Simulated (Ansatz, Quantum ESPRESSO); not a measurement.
**CdS (wurtzite): bulk modulus from a few volumes**

How stiff is wurtzite CdS under hydrostatic load? Each row relaxes cell and atoms at a set pressure. The phase is followed to these pressures whether or not it stays the stable one.

Calculated with Ansatz 0.2.0, PBEsol, PAW files of the set soft_1, cutoff 600 eV, Fermi–Dirac smearing 0.02 eV, k-mesh 8×8×4, no spin polarisation, no spin-orbit coupling.

Reference cell, relaxed at zero pressure with PBEsol (P6_3mc): a = 4.1242 Å, b = 4.1242 Å, c = 6.7098 Å, α = 90.00°, β = 90.00°, γ = 120.00°.

```csv
atom,x,y,z
Cd,0.3333,0.6667,0.9999
Cd,0.6667,0.3333,0.4999
S,0.6667,0.3333,0.1234
S,0.3333,0.6667,0.6234
```

| V (Å³/atom) | V/V0 | P (GPa) | E − E0 (meV/atom) |
| --- | --- | --- | --- |
| 25.1332 | 1.0171 | −0.999 | 1.3 |
| 24.3249 | 0.9844 | 0.998 | 1.2 |
| 23.9729 | 0.9702 | 1.989 | 4.5 |
| 22.7827 | 0.9220 | 5.990 | 33.4 |
| 22.2881 | 0.9020 | 7.998 | 54.9 |

V0 = 24.7097 Å³ an atom, where the residual pressure P0 is +0.002 GPa. **Question.** Fit the Birch–Murnaghan law and give the pressure and the energy at V = 23.3354 Å³ an atom, a row left out above.

With the Eulerian strain f = ½[(V0/V)^(2/3) − 1] and F = (P − P0)/[3f(1 + 2f)^(5/2)], the third-order law is the line F = B0 + (3/2) B0 (B′ − 4) f.

```
       f  F (GPa)
 0.03559    63.06
 0.02781    62.69
 0.01019    61.78
 0.00526    61.50
−0.00563    60.94
```

A straight line through the 5 rows: the means are 0.01464 for f and 61.994 for F, Σ(Δx)² = 0.001131 and ΣΔxΔy = 0.05845, so the slope is 0.05845/0.001131 = 51.679 and the intercept 61.994 − (51.679)(0.01464) = 61.237.

Hence B0 = 61.2 GPa and B′ = 4 + (51.7)/(1.5 × 61.2) = 4.56. For the withheld volume f = 0.01944, F = 62.24 GPa and P = 4.00 GPa. The run itself gives 4.00 GPa, so the estimate misses by 0.00 GPa, a rounding's worth.

Integrating the same law gives E − E0 = (9/2) B0 V0 f²[1 + (B′ − 4) f] + P0(V0 − V), with 1 GPa Å³ = 6.2415 meV: 16.3 meV an atom. The run itself gives 16.3 meV, so the estimate misses by 0.0 meV, a rounding's worth.

The same fit over all rows at other levels or in other programs gives B0 = 62 GPa with PBEsol (Quantum ESPRESSO, GBRV).

[Logs are printed without paths, hosts, clocks, repeated set-up lines and the standing remarks that a program may print on its own settings, such as how far it seeks lower states.]
